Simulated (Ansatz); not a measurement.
Cl under changes of volume

One of the cells (29.048 Å³/atom); the others are scaled copies at fixed shape and fractional positions:

```
Cl
1.0
     3.14500   -2.25000    0.00000
     3.14500    2.25000    0.00000
     0.00000    0.00000    8.21000
Cl
4
Cartesian
  3.1450 0.5850 3.2840
  3.1450 1.6650 7.3890
  3.1450 -0.5850 4.9260
  3.1450 -1.6650 0.8210
```

| Property | Result |
| --- | --- |
| Program | Ansatz 0.2.0 |
| Functional | PBE |
| Potentials or basis | Ansatz PAW |
| Cutoff | 420 eV (not typed: the program's choice for these potentials) |
| k mesh | 7 × 7 × 4 |
| Occupations | fermi-dirac, width 0.05 eV |
| Spin | no spin polarisation |

```tsv
volume (Å³/atom)	energy over the lowest point (meV/atom)	pressure (GPa)	gap on the mesh (eV)	largest force (eV/Å)
27.305	?	?	?	?
27.886	10.67	2.0	2.64	0.542
28.467	4.85	1.3	2.57	0.289
29.048	1.37	0.7	2.49	0.098
29.629	0.00	0.1	2.42	0.212
30.210	0.52	-0.4	2.35	0.410
30.791	2.73	-0.8	2.29	0.600
```

Problem. What does the run at 27.305 Å³/atom give?

Solution. Energy over the lowest point 19.09 meV/atom; pressure 2.7 GPa; gap on the mesh 2.72 eV; largest force 0.819 eV/Å.

Worked out: A Birch-Murnaghan fit of order 3 (a polynomial in V^(-2/3)) to the other rows has its minimum at 29.75 Å³/atom with B0 = V·E''(V) = 26 GPa and B' = 4.5 at fixed shape and positions, which overstates the stiffness. It gives 19.11 meV/atom at 27.305 Å³/atom, against the run's 19.09, and -dE/dV = 2.7 GPa, against 2.7. A straight line through the other rows of the gap, of slope -3.58 eV per unit of ln V, extrapolates to 2.71 eV, against the run's 2.72.

Energies are extrapolated to zero smearing.

Caveats: odd divisions of the mesh miss points on the zone boundary, where band edges often lie, so the gap on the mesh can be too wide.

A mesh can miss the band edges.
